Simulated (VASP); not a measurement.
## CrO2: single point with PBEsol+U

CrO2:

```xyz
6
Lattice="4.4210 0.0000 0.0000 0.0000 4.4210 0.0000 0.0000 0.0000 2.9170" Properties=species:S:1:pos:R:3 pbc="T T T"
Cr    0.0000    0.0000    0.0000
Cr    2.2105    2.2105    1.4585
O     1.3307    1.3307    0.0000
O     0.8798    3.5412    1.4585
O     3.0903    3.0903    0.0000
O     3.5412    0.8798    1.4585
```

```yaml
Program: VASP 6.6.1
Task: single point
Functional: PBEsol
Potentials_or_basis: VASP PAW PBE potentials, release 64 (Cr_pv, O)
Cutoff: 520 eV
k_mesh: 5 × 5 × 8
Occupations: gaussian, width 0.05 eV
Spin: collinear spin, antiferromagnetic start
Starting_moments: "[3.0, -3.0, 0.0, 0.0, 0.0, 0.0] μB"
Hubbard_terms: Cr d U = 3.5 eV
Further_INCAR_settings: ALGO = Normal; EDIFF = 1e-06
```

| Item | Value |
| --- | --- |
| Pressure | 1.2 GPa |
| Largest force | 0.268 eV/Å |
| Band gap on the k mesh | 0.06 eV, indirect (least direct gap 0.54 eV) |
| Net moment | 0.00 μB per cell |
| Site moments | Cr +2.02, -2.02; O -0.02, +0.02 μB |
| Valence electrons inside the program's atomic spheres | Cr 10.82; O 5.03 |

Forces in eV/Å, atoms in the order of the input:
```
Cr   0.000  0.000  0.000
Cr   0.000  0.000  0.000
O   -0.190 -0.190  0.000
O    0.190 -0.190  0.000
O    0.190  0.190  0.000
O   -0.190  0.190  0.000
```

Stress tensor (GPa, compression positive):
```
-0.27  0.00  0.00
 0.00 -0.27  0.00
 0.00  0.00  4.09
```

Levels at points of the mesh, in eV from the valence-band top:
Spin up:
```tsv
k point	band 22	band 23	band 24	band 25	band 26	band 27
(0.00, 0.00, 0.00)	-0.97	-0.94	-0.43	0.16	1.43	2.15
(0.00, 0.00, 0.50)	-2.12	-1.98	0.00	0.61	2.16	2.67
```
Spin down:
```csv
k point,band 21,band 22,band 23,band 24,band 25,band 26,band 27,band 28
"(0.00, 0.00, 0.00)",-1.36,-0.97,-0.94,-0.43,0.16,1.43,2.15,2.55
"(0.00, 0.00, 0.50)",-2.58,-2.12,-1.98,0.00,0.61,2.16,2.67,3.12
```

Eigenvalues of the final occupation matrices:
```tsv
site	spin	trace	eigenvalues
site 1 d	1	2.99	0.29 0.39 0.42 0.95 0.95
site 1 d	2	1.00	0.07 0.10 0.17 0.33 0.35
site 2 d	1	1.00	0.07 0.10 0.17 0.33 0.35
site 2 d	2	2.99	0.29 0.39 0.42 0.95 0.95
```

Wall time 79 s on 1 thread of Intel(R) Xeon(R) Platinum 8488C (Sapphire Rapids) (shared host), peak memory 0.23 GiB.

Caveat: the PAW data sets were made with another functional, which shifts forces and pressure a little; an odd mesh through Γ misses points on the zone boundary, where band edges often lie. The state reached can hang on the start; a lower one may exist.
